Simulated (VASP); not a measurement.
Runs of VASP 6.6.1 on KF. Symmetry: Pm-3m, No. 221, cubic system. The conventional cell has a = 3.259 Å, b = 3.259 Å, c = 3.259 Å, α = 90.00°, β = 90.00°, γ = 90.00°. Around K (site symmetry m-3m) lie 8 F at 2.82 Å. F (site symmetry m-3m) is surrounded by 8 K at 2.82 Å. The cell comes from a database or a generator and needn't be the stable form of this composition.

| level | potentials or basis | spin | cell | k mesh | smearing | exchange at q = 0 | grid for exact exchange (PRECFOCK) | share of exact exchange | screening parameter | gap on the mesh (eV) | pressure (GPa) |
| --- | --- | --- | --- | --- | --- | --- | --- | --- | --- | --- | --- |
| LDA | VASP PAW LDA potentials, release 64 (K_sv, F) | off | Pm-3m, 17.31 Å³/atom | 8 × 8 × 8 | gaussian 0.05 eV | - | - | - | - | 5.91 | -5.7 |
| PBEsol-based screened hybrid | VASP PAW PBE potentials, release 64 (K_sv, F) | off | Pm-3m, 17.31 Å³/atom | 5 × 5 × 5 | gaussian 0.01 eV | truncated | Normal | 0.25 | 0.207 | 8.21 | -3.0 |
| revPBE+D4 | VASP PAW PBE potentials, release 64 (K_sv, F) | collinear, typed start | Pm-3m, 17.31 Å³/atom | 8 × 8 × 8 | tetrahedron | - | - | - | - | (a) | (b) |
| r2SCAN+rVV10 | VASP PAW PBE potentials, release 64 (K_sv, F) | off | P-1, 17.31 Å³/atom | 8 × 8 × 8 | gaussian 0.01 eV | - | - | - | - | 7.02 | (c) |

Alike in all rows: task single point; cutoff (eV) 520.

Question: Fill in the values left out.

Answer: (a) 6.51; (b) 1.4; (c) -3.5.

Caveats: the PAW data sets were made with another functional, which shifts forces and pressure a little (some runs); an odd mesh through Γ misses points on the zone boundary, where band edges often lie (some runs).
